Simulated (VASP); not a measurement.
# Pb: kinetic-energy density

Pb, Fm-3m (no. 225), 1 atom in the cell. PBE; PAW potentials Pb_d (PBE set).

## Input

INCAR:
```
SYSTEM = Pb
PREC = Accurate
ENCUT = 520
EDIFF = 1E-7
ISMEAR = 1
SIGMA = 0.1
LREAL = .False.
LASPH = .True.
ALGO = Normal
NELM = 100
ISIF = 2
LWAVE = .False.
LCHARG = .True.
LTAU = .True.
```

KPOINTS:
```
k-points
0
Gamma
  8 8 8
```

POSCAR:
```
Pb
1.0
    0.0000000000      2.4750200000      2.4750200000
    2.4750200000      0.0000000000      2.4750200000
    2.4750200000      2.4750200000      0.0000000000
Pb
1
Direct
    0.0000000000      0.0000000000      0.0000000000
```

Commands:
```
cat potpaw_PBE.64/Pb_d/POTCAR > POTCAR
mpirun -np 1 vasp_std > vasp.out
```

## Result

- Kinetic energy of the pseudo orbitals (eV): 214.02

VASP 6.6.1 took 6.3 s on 1 core (Intel Xeon Platinum 8488C (Sapphire Rapids)), a shared host.
